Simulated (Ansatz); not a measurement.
# MnS (Pm-3m) in Ansatz: single point with PBE

Aim: the single point of MnS with PBE.

All numbers are computed with Ansatz 0.2.0; they aren't measurements. Logs are shortened: lines on timing, memory, paths and dates and some standing lists are left out, and cuts for length are marked.

**1. The crystal as given**

Symmetry: Pm-3m, No. 221, cubic system. Conventional cell: a = 3.212 Å, b = 3.212 Å, c = 3.212 Å, α = 90.00°, β = 90.00°, γ = 90.00°. Around Mn (site symmetry m-3m) lie 8 S at 2.78 Å. Around S (site symmetry m-3m) lie 8 Mn at 2.78 Å.

Measurements of this composition are mostly on another form, of space group No. 225.

**2. Single point, PBE, collinear spin, ferromagnetic start**

The input, input.yaml:

```yaml
crystal:
  lattice:
    - [3.21165992, 0.0, 0.0]
    - [0.0, 3.21165992, 0.0]
    - [0.0, 0.0, 3.21165992]
  atoms:
    - { symbol: Mn, position: [0.0, 0.0, 0.0], spin: 5.5 }
    - { symbol: S, position: [0.5, 0.5, 0.5] }
hamiltonian:
  xc: pbe
  pseudopotentials: { kind: paw }
magnetization:
  spin_polarized: true
kpoints:
  mp_grid: { grid: [8, 8, 8] }
scf:
  occupations: { method: fermi_dirac, width: 0.05 }
output:
  forces: true
  stress: true
  eigenvalues: true
  write_density: true
  write_potential: true
  elf: true
  volumetric_format: npy
```

Potentials or basis: Ansatz PAW.

On the command line:

```sh
$ ansatz run input.yaml --threads 2 --pin off --max-ram 5120MiB --backend cpu --events-out ev --progress --plain --runs-dir out
```

Output:

```text
Warning: where an SCF of this run starts from atoms to list the orders of its open shells, Mn (site 0, from 0) starts with 5.00 μB on its 3d shell, in the place of the 5.50 μB that the deck gives it: its open shells can hold no more by Hund's first rule. To start from spheres of the given moment, type scf.initial_density.shell_occupations: []
Warning: RAYON_NUM_THREADS=2 ignored (pool sized by the plan → 2); use --threads N
Engine: ansatz 0.2.0, x86_64-unknown-linux-gnu
Pseudopotentials: kind: paw
Pseudopotential: Mn, paw, valence charge 15, recommended cutoff 420 eV (normal), Mn.paw.azcp
Pseudopotential: S, paw, valence charge 6, recommended cutoff 420 eV (normal), S.paw.azcp
Functional definition: PBE
  parameter kappa = 0.804
  parameter beta = 0.06672455060314922
  exchange = pbe_x(kappa = kappa, mu = beta*pi^2/3)
  correlation = pbe_c(beta = beta)
Crystal: 2 atoms, lattice volume = 33.127 Å³
Basis set: ecut = 420 eV, 619 PW (Γ), exchange–correlation on 48×48×48 points (8 copies of the dense FFT grid, shifted against one another)
Bands: 18, of which v1, the nominal top of the filled ones, is band 11 counted from 1 (10 counted from 0)
Symmetry: 48 space group operations
Space group: Pm-3m (ITA 221), of the structure as read, at distance tolerance 3.2e-5 Å
Magnetic group: BNS 221.92 (UNI 1594), of the structure as read, at distance tolerance 3.2e-5 Å
k-points: 35 of 512
Non-local potential: Mn, projectors of the file, l = 0: 3, l = 1: 2, l = 2: 3, l = 3: 1
Non-local potential: S, projectors of the file, l = 0: 2, l = 1: 2, l = 2: 2
PAW form: soft (Blöchl's): semilocal exchange-correlation on the pseudo side does not see the compensation charge
PAW one-centre angular grid: Mn, 590 points (default); XC on 64 Gauss nodes
PAW one-centre angular grid: S, 110 points (default); XC on 64 Gauss nodes
Initial density: superposition of atomic densities (chi_scale 0.1, normalization cell, long waves kept (reshape's long-wave potential 0.00 eV rms))
Starting moments: Σ|m| = 5.5 μB on 1 of 2 sites
Initial wavefunctions: pseudopotential atomic-orbital guess
Functional: x = pbe(κ = 0.804, μ = 0.2195149727645171), c = pbe(β = 0.06672455060314922)
SCF iter   1: F=—  HF=-4800.755949 eV  |F-HF|=—  |Δ(HF+E_count)|=         —  Δρ=8.12e-2 (↑3.05e-2 ↓8.12e-2)  dr2=3.46e0  dr2_m=3.16e-1  M=4.047 μB ∫|m|=4.200 μB  β_m=0.30  ethr=3.10e-3  ⟨swp⟩=4.9  Hψ=5660  notcnv=0
Mixer restart at iter 1: flushing history
preconditioner: auto → none  [metal: Δε(μ)=0.004 eV  Ē_g=10.131 eV  σ=0.050 eV  W_gap=0.02  n_scr=6 (ndim 8)  ℏωp=23.3 eV  f_vac=0.000  D(μ)=3.05/eV (n_scr^D=32)  sad-step TF]
SCF iter   2: F=—  HF=-4800.803351 eV  |F-HF|=—  |Δ(HF+E_count)|=   4.74e-2  Δρ=4.17e-2 (↑1.01e-2 ↓4.17e-2)  dr2=6.55e-1  dr2_m=1.47e-1  M=4.214 μB ∫|m|=4.262 μB  β_m=0.41  ethr=3.10e-3  ⟨swp⟩=2.8  Hψ=2789  notcnv=0  defer=92
SCF iter   3: F=—  HF=-4800.859374 eV  |F-HF|=—  |Δ(HF+E_count)|=   5.60e-2  Δρ=1.24e-2 (↑8.40e-3 ↓1.24e-2)  dr2=2.86e-2  dr2_m=2.63e-2  M=4.325 μB ∫|m|=4.331 μB  β_m=0.61  ethr=3.10e-3  ⟨swp⟩=2.0  Hψ=2050  notcnv=0  defer=98
SCF iter   4: F=—  HF=-4800.852822 eV  |F-HF|=—  |Δ(HF+E_count)|=   6.55e-3  Δρ=2.63e-3 (↑2.63e-3 ↓1.67e-3)  dr2=3.03e-3  dr2_m=2.54e-4  M=4.362 μB ∫|m|=4.365 μB  β_m=0.67  ethr=1.36e-4  ⟨swp⟩=2.2  Hψ=2486  notcnv=0  defer=102
SCF iter   5: F=—  HF=-4800.853550 eV  |F-HF|=—  |Δ(HF+E_count)|=   7.28e-4  Δρ=2.10e-3 (↑1.24e-3 ↓2.10e-3)  dr2=1.95e-3  dr2_m=5.96e-4  M=4.394 μB ∫|m|=4.397 μB  β_m=0.65  ethr=1.44e-5  ⟨swp⟩=2.4  Hψ=2160  notcnv=0  defer=106
SCF iter   6: F=—  HF=-4800.853441 eV  |F-HF|=—  |Δ(HF+E_count)|=   1.08e-4  Δρ=3.25e-4 (↑2.98e-4 ↓3.25e-4)  dr2=3.28e-5  dr2_m=1.55e-5  M=4.389 μB ∫|m|=4.392 μB  β_m=0.82  ethr=9.29e-6  ⟨swp⟩=2.0  Hψ=1526  notcnv=0  defer=108
SCF iter   7: F=—  HF=-4800.853533 eV  |F-HF|=—  |Δ(HF+E_count)|=   9.14e-5  Δρ=1.60e-4 (↑1.60e-4 ↓8.08e-5)  dr2=7.63e-6  dr2_m=2.47e-6  M=4.393 μB ∫|m|=4.395 μB  β_m=0.91  ethr=1.56e-7  ⟨swp⟩=2.0  Hψ=1822  notcnv=0  defer=108
SCF iter   8: F=—  HF=-4800.853537 eV  |F-HF|=—  |Δ(HF+E_count)|=   4.52e-6  Δρ=1.21e-4 (↑6.23e-5 ↓1.21e-4)  dr2=9.17e-6  dr2_m=1.30e-6  M=4.395 μB ∫|m|=4.398 μB  β_m=0.80  ethr=3.63e-8  ⟨swp⟩=2.0  Hψ=1927  notcnv=0  defer=108
SCF iter   9: F=—  HF=-4800.853537 eV  |F-HF|=—  |Δ(HF+E_count)|=   3.08e-7  Δρ=3.53e-5 (↑1.67e-5 ↓3.53e-5)  dr2=5.15e-7  dr2_m=1.42e-7  M=4.395 μB ∫|m|=4.397 μB  β_m=0.90  ethr=3.63e-8  ⟨swp⟩=1.8  Hψ=1452  notcnv=0  defer=108
SCF iter  10: F=—  HF=-4800.853537 eV  |F-HF|=—  |Δ(HF+E_count)|=   2.04e-9  Δρ=9.43e-6 (↑3.59e-6 ↓9.43e-6)  dr2=4.06e-8  dr2_m=8.88e-9  M=4.395 μB ∫|m|=4.397 μB  β_m=0.94  ethr=2.45e-9  ⟨swp⟩=2.1  Hψ=1479  notcnv=0  defer=108
SCF iter  11: F=-4800.853537 eV  HF=-4800.853537 eV  |F-HF|=9.09e-11  |Δ(HF+E_count)|=   1.10e-9  Δρ=2.92e-7 (↑2.76e-7 ↓2.92e-7)  dr2=1.11e-10  dr2_m=3.86e-12  M=4.395 μB ∫|m|=4.397 μB  ethr=1.94e-10  ⟨swp⟩=9.4  Hψ=7341  notcnv=0
SCF 1 converged in 11 iterations: F = -4800.853537 eV  dr2 = 1.11e-10
SCF converged after 11 iterations
Magnetization: 4.3946 μB (12.6973 up, 8.3027 down)
Absolute magnetization: 4.3973 μB (∫|ρ↑−ρ↓|, with the PAW one-centre terms)
Spin contamination: 0.1064 ħ² per cell (⟨S²⟩ above its minimum at these occupations)
Per-site moments (μB) at R_I (Å): [(4.123881714728557, 1.1473188701024728), (0.05614669378781797, 1.1473188701024728)]
Free energy (F): -4800.853537 eV
Harris-Foulkes:  -4800.853537 eV  (|F-HF|=9.09e-11)
Internal energy: -4800.835263 eV  (E = F + TS)
E sigma→0 (E₀):  -4800.844400 eV
Entropy (-TS):   -0.018274 eV (-9.137 meV/atom)
Fermi energy:    11.150992 eV
--- Per-component energies (eV) ---
  E_band       = -274.565352
  E_kinetic    = 406.106717
  E_local      = -2360.464263  (includes V_loc(G=0)·N_el)
  E_nonlocal   = 281.494044
  E_hartree    = 971.229384
  E_xc         = -207.565415
  E_vxc        = -228.632358  (∫ρ·V_xc dr)
  E_paw        = -1907.925821  (= ΣΔE_a)
  E_vpaw       = -315.527701  (= ΣTr[D̂ρ^β])
  E_aug_tail   = -0.000008  (compensation charges beyond the density's cutoff)
  E_ewald      = -1983.709902
  E_smearing   = -0.018274  (= −TS)
  E_closure    = 0.000000  (closes the sum)
  Σ components = -4800.853537   (vs F -4800.853537, Δ=0.00e0)
--- Forces (eV/Å), atoms counted from 1 ---
  atom   1  Mn    -0.00000000     0.00000000    -0.00000000
  atom   2  S      0.00000000    -0.00000000    -0.00000000
  max |Σ_I F_I| component: 2.93e-30 eV/Å
--- Stress (GPa, compression-positive) ---
       -3.836416      -0.000000       0.000000
        0.000000      -3.836416       0.000000
       -0.000000       0.000000      -3.836416
  P = ⅓ Tr σ = -3.8364 GPa (-38.364 kbar)
--- Band table (eV; the first three rows and the last of 70) ---
  k-point 0 ↑: bands = ["-70.4727", "-39.2169", "-39.2169", "-39.2169", "-3.5128", "7.4562", "7.4562", "8.6796", "8.6796", "8.6796", "9.5325", "9.5325", "9.5325", "12.0382", "17.8297", "17.8297", "24.9163", "24.9163"]
  k-point 1 ↑: bands = ["-70.4725", "-39.2204", "-39.2166", "-39.2166", "-3.3640", "7.1150", "7.4958", "8.3483", "8.3483", "8.6901", "8.7819", "9.9833", "9.9833", "12.9371", "17.8467", "18.4270", "23.0363", "23.0363"]
  k-point 2 ↑: bands = ["-70.4719", "-39.2287", "-39.2160", "-39.2160", "-2.9588", "5.6873", "7.5936", "7.9191", "7.9191", "8.6947", "8.7157", "10.7423", "10.7423", "13.9989", "17.8934", "19.2609", "20.9724", "20.9724"]
  k-point 34 ↓: bands = ["-66.0179", "-34.8715", "-34.8715", "-34.8715", "-0.2153", "6.2711", "6.2711", "6.2711", "13.1788", "13.1788", "13.6848", "13.6848", "13.6848", "14.0797", "14.0797", "14.0797", "19.0893", "29.1451"]
```

Run time: 3.4 s. Hardware: 2 threads of Intel Xeon at 2.70GHz, shared host; peak memory 0.35 GiB.

What came out:

```yaml
Free_energy: -4800.8535 eV
Pressure: -3.8 GPa
Band_gap_on_the_k_mesh: none (metal or under the smearing width)
Net_moment: 4.39 μB per cell
Absolute_moment: 4.40 μB per cell
Site_moments: Mn +4.12; S +0.06 μB
```

Levels at points of the mesh, in eV from the Fermi level:
Spin up:
```
              k point  band 10  band 11  band 12  band 13  band 14  band 15  band 16  band 17
   (0.00, 0.00, 0.00)    -2.47    -1.62    -1.62    -1.62     0.89     6.68     6.68    13.77
  (0.00, 0.00, -0.50)    -2.40    -1.96     0.60     0.60     4.15     6.61     6.82     7.71
 (0.00, -0.50, -0.50)    -2.86    -2.46    -2.06    -0.17     0.78     8.85     8.85     8.97
(-0.50, -0.50, -0.50)    -2.03    -0.29    -0.29    -0.29     1.73     1.73     1.73     5.90
```
Spin down:
| k point | band 6 | band 7 | band 8 | band 9 | band 10 | band 11 |
| --- | --- | --- | --- | --- | --- | --- |
| (0.00, 0.00, 0.00) | -1.48 | -1.48 | -1.48 | -0.57 | -0.57 | 1.50 |
| (0.00, 0.00, -0.50) | -6.92 | -1.76 | -1.76 | 0.06 | 1.64 | 1.87 |
| (0.00, -0.50, -0.50) | -5.20 | -5.20 | -1.03 | -0.13 | 0.84 | 0.84 |
| (-0.50, -0.50, -0.50) | -4.88 | -4.88 | -4.88 | 2.03 | 2.03 | 2.53 |

Caveat: a cell with one magnetic atom can't hold antiferromagnetic order, which such compounds often take; semilocal functionals often make such compounds metallic where correlation or magnetic order opens a gap, which also shifts bond lengths.
